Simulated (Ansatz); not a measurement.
# Mg2Ge: the cost of one run

Computed with Ansatz 0.2.0 (DFT r²SCAN, frozen-core PAW, scalar-relativistic unless said, unless a step's input says otherwise).

The COD entry's cell or inner coordinates are ideal or old and differ from later refinements, so a difference from it is no clean test against experiment.

**1. The structure to begin with**

It takes space group Fm-3m (No. 225, cubic). The conventional cell has a = 6.378 Å, b = 6.378 Å, c = 6.378 Å, α = 90.00°, β = 90.00°, γ = 90.00°. Mg (site symmetry -43m) has 4 Ge at 2.76 Å as nearest neighbours. Around Ge (site symmetry m-3m) lie 8 Mg at 2.76 Å.

As a file:

```
CELL_PARAMETERS angstrom
3.18900 3.18900 0.00000
-3.18900 3.18900 0.00000
0.00000 3.18900 3.18900
ATOMIC_POSITIONS crystal
Mg 0.25000 0.75000 0.50000
Mg 0.75000 0.25000 0.50000
Ge 0.00000 0.00000 0.00000
```

Cartesian axes are those of the input's lattice vectors. The structure goes back to a database entry.

**2. Cell and atoms relaxed, PAW**

Contents of input.yaml:

```yaml
crystal:
  lattice:
    - [3.189, 3.189, 0.0]
    - [-3.189, 3.189, 0.0]
    - [0.0, 3.189, 3.189]
  atoms:
    - { symbol: Mg, position: [0.25, 0.75, 0.5] }
    - { symbol: Mg, position: [0.75, 0.25, 0.5] }
    - { symbol: Ge, position: [0.0, 0.0, 0.0] }
kpoints:
  mp_grid: { grid: [10, 10, 10] }
scf:
  occupations: { method: fermi_dirac, width: 0.1 }
hamiltonian:
  xc: r2scan
  pseudopotentials: { kind: paw }
relax:
  f_tol: 0.002
  max_steps: 80
  cell: {}
output:
  forces: true
  stress: true
```

Launch:

```
$ ansatz run input.yaml --threads 1 --pin off --max-ram 3072MiB --backend cpu --events-out ev --progress --plain --runs-dir out
```

**Question.** How long does this run take on 1 thread of Intel Xeon Platinum 8488C (Sapphire Rapids), shared host, and how much memory does it need?

About 18 s, with a peak of 0.63 GiB.
